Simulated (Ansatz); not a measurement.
A (001) slab of relaxed bulk Ir (Fm-3m, 14.50 Å³/atom, gap on the mesh 0.00 eV), 4 planes in a 6×1 cell with the lowest 2 held; added atoms sit on lattice sites of the next plane. A dipole correction is on. The surface energy is the mean of the held and the free face; step energies are per length and the mean of the stripe's two steps, which run along the shortest translation of the plane; step and island energies count from the flat slab and bulk atoms.

Level of theory: Ansatz 0.2.0, DFT PBE, scalar-relativistic, plane waves, PAW.

Plane waves to 420 eV, a k mesh through Γ of 2×12×1 on the computed 26-atom cell and Gaussian smearing (0.10 eV); no spin polarisation.

Start (stripe of 2 atoms):

```xyz
26
Lattice="16.4218 0.0000 0.0000 0.0000 2.7370 0.0000 0.0000 0.0000 19.7413" Properties=species:S:1:pos:R:3 pbc="T T T"
Ir    0.0000    0.0000    1.5000
Ir    1.3685    1.3685    3.4353
Ir    2.7370    2.7370    1.5000
Ir    4.1055    1.3685    3.4353
Ir    5.4739    2.7370    1.5000
Ir    6.8424    1.3685    3.4353
Ir    8.2109    0.0000    1.5000
Ir    9.5794    1.3685    3.4353
Ir   10.9479    2.7370    1.5000
Ir   12.3164    1.3685    3.4353
Ir   13.6849    2.7370    1.5000
Ir   15.0533    1.3685    3.4353
Ir    0.0000    0.0000    5.3707
Ir    1.3685    1.3685    7.3060
Ir    2.7370    2.7370    5.3707
Ir    4.1055    1.3685    7.3060
Ir    5.4739    2.7370    5.3707
Ir    6.8424    1.3685    7.3060
Ir    8.2109    0.0000    5.3707
Ir    9.5794    1.3685    7.3060
Ir   10.9479    2.7370    5.3707
Ir   12.3164    1.3685    7.3060
Ir   13.6849    2.7370    5.3707
Ir   15.0533    1.3685    7.3060
Ir    0.0000    0.0000    9.2413
Ir    2.7370    2.7370    9.2413
```

What does the relaxation give?

The free energy falls by 21 meV/atom.

```
step energy (meV/Å)  : 47
gap on the mesh (eV) : 0
```

Relaxed structure:
```
CELL_PARAMETERS angstrom
16.42182 0.00000 0.00000
0.00000 2.73697 0.00000
0.00000 0.00000 19.74132
ATOMIC_POSITIONS crystal
Ir 0.00000 0.00000 0.07598
Ir 0.08333 0.50000 0.17402
Ir 0.16667 0.00000 0.07598
Ir 0.25000 0.50000 0.17402
Ir 0.33333 0.00000 0.07598
Ir 0.41667 0.50000 0.17402
Ir 0.50000 0.00000 0.07598
Ir 0.58333 0.50000 0.17402
Ir 0.66667 0.00000 0.07598
Ir 0.75000 0.50000 0.17402
Ir 0.83333 0.00000 0.07598
Ir 0.91667 0.50000 0.17402
Ir 0.99885 0.00000 0.27180
Ir 0.08333 0.50000 0.36606
Ir 0.16782 0.00000 0.27180
Ir 0.25439 0.50000 0.37319
Ir 0.33302 0.00000 0.27234
Ir 0.41609 0.50000 0.36552
Ir 0.49988 0.00000 0.27287
Ir 0.58333 0.50000 0.36545
Ir 0.66679 0.00000 0.27287
Ir 0.75058 0.50000 0.36552
Ir 0.83365 0.00000 0.27234
Ir 0.91228 0.50000 0.37319
Ir 0.00148 0.00000 0.45813
Ir 0.16518 0.00000 0.45813
```

Spin-orbit coupling is left out, which matters for the bands of heavy elements.

Small energy differences in metals hang on the k mesh (about 10 mJ/m² or 1 to 2 meV/atom on the mesh of the relaxation).

Time: 20 min on 4 threads of Arm Neoverse V2, on a shared host, peak memory 5.3 GiB.